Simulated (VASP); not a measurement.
Input of a VASP 6.6.1 run:

Contents of INCAR:

```
SYSTEM = KI
PREC = Accurate
ENCUT = 520
EDIFF = 1E-7
ISMEAR = 0
SIGMA = 0.01
LREAL = .FALSE.
LASPH = .TRUE.
NELM = 100
ALGO = Normal
ISIF = 2
LWAVE = .FALSE.
LCHARG = .TRUE.
GGA = CA
LELF = .TRUE.
LVHAR = .TRUE.
NBANDS = 15
```

The input KPOINTS:

```
regular mesh
0
G
  6 6 6
  0 0 0
```

POSCAR

```
KI
1.0
    0.0000000000      3.4285335435      3.4285335435
    3.4285335435      0.0000000000      3.4285335435
    3.4285335435      3.4285335435      0.0000000000
K I
1 1
Direct
    0.0000000000      0.0000000000      0.0000000000
    0.5000000000      0.5000000000      0.5000000000
```

Potentials or basis: VASP PAW LDA potentials, release 64 (K_sv, I).

Launch:

```console
$ cat potpaw_LDA.64/K_sv/POTCAR potpaw_LDA.64/I/POTCAR > POTCAR
$ mpirun -np 1 vasp_std > vasp.out
```

(1) Predict the band gap on the k mesh.

(2) What does it give for the pressure?

Answers

(1) 3.83 eV, direct.

(2) -0.2 GPa.

Caveat: spin-orbit coupling is left out, which moves the levels of the heavy elements.

**Measured values to compare with.**

From a printed reference work, monograph, for a bulk crystal of KI: band gap 6.32 eV.

A measured gap of KI is 6.32 eV (a printed reference work, monograph); the calculated 3.83 eV misses it by -2.49 eV. Spin-orbit coupling on I is left out. The value is that of LDA, without temperature or zero-point motion. Semilocal functionals fall short of measured gaps as a rule.
